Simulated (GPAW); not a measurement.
The system is TiCo.

```
Co Ti
1.0
     2.98611    0.00000    0.00000
     0.00000    2.98611    0.00000
     0.00000    0.00000    2.98611
Co Ti
1 1
Cartesian
  1.4931 1.4931 1.4931
  0.0000 0.0000 0.0000
```

The cell comes from a database or a generator and needn't be the stable form of this composition.

Base run:

| Item | Value |
| --- | --- |
| Program | GPAW 26.7.0 |
| Functional | PBEsol |
| Potentials or basis | PAW data sets generated in the run's folder for this functional |
| Cutoff | 600 eV |
| Basis | pw |
| k mesh | 9 × 9 × 9 |
| Occupations | fermi-dirac, width 0.05 eV |
| Spin | no spin polarisation |

Its results: band gap on the k mesh none (metal or under the smearing width); pressure -9.7 GPa.

**Question.** The run is repeated on the same cell with these changes: spin from no spin polarisation to collinear spin, ferromagnetic start. What comes out?

**Answer.** Band gap on the k mesh none (metal or under the smearing width); pressure -8.5 GPa; net moment 0.71 μB per cell; site moments Co +0.77; Ti -0.02 μB.
